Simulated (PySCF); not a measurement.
## Structure from NMR data

Molecular formula: C5H12. Simulated spectra:

1H NMR (600 MHz, computed): δ 1.36 (sept of t, J = 7.3, 6.3 Hz, 1H), 1.17 (qd, J = 8.4, 6.3 Hz, 2H), 0.94 (t, J = 8.4 Hz, 3H), 0.89 (d, J = 7.3 Hz, 6H).

13C{1H} NMR (computed): δ 36.2 (CH2), 34.8 (CH), 24.5 (CH3, 2C), 15.1 (CH3).

Theory: structure optimised with PBE0-D3(BJ)/def2-SVP, spin–spin couplings from B3LYP/pcJ-1 (without the spin–dipole term), σ from GIAO-B97-2/pcSseg-2, in PySCF (no solvent model, rapidly exchanging positions averaged, single conformer, non-relativistic).

References, each an isolated molecule treated in the same way: 1H and 13C against TMS.

What is the structure?

Results:


- Rings plus π bonds: 0.
- 4 carbon signals for 5 carbons: some carbons are equivalent by symmetry or fast rotation.
- Carbon types of the structure: 1 × CH, 1 × CH2, 3 × CH3, which accounts for all hydrogens.
- δC 36.2: sp3 CH2; a saturated carbon with 2 carbon neighbours and no heteroatom attached.
- δC 34.8: sp3 CH; saturated and bonded to C and H only.
- δC 24.5, 15.1: methyl carbon; aliphatic region, no heteroatom directly attached.
- δH 1.36: hydrogen on an sp3 CH; far from electronegative atoms and π systems.
- δH 1.17: hydrogen on an sp3 CH2; far from electronegative atoms and π systems.
- δH 0.94, 0.89: hydrogen on a methyl carbon; far from electronegative atoms and π systems.
- The protons at 0.94 and 1.17 share a coupling of 8.4 Hz (vicinal).
- The protons at 1.36 and 0.89 share a coupling of 7.3 Hz (vicinal).
- The protons at 1.17 and 1.36 share a coupling of 6.3 Hz (vicinal).

Structure: `CCC(C)C`.

The data come from this structure; uniqueness wasn't tested.

Multiplet labels drop couplings under 1 Hz and merge nearly equal ones. Unscaled 3J(H,H) at this level run about 10 % above measured values. Shifts are as computed. Against solution values, carbons near 30 ppm lie about +4 ppm off and those near 130 ppm about +7 ppm. Of 1211 compounds with measured shifts, 218 miss one by over three times the rms of a fit or turn the order of signals round; such compounds aren't used in these exercises. Chain 3J(H,H) values assume equally populated staggered rotamers: (2 J gauche + J anti)/3.
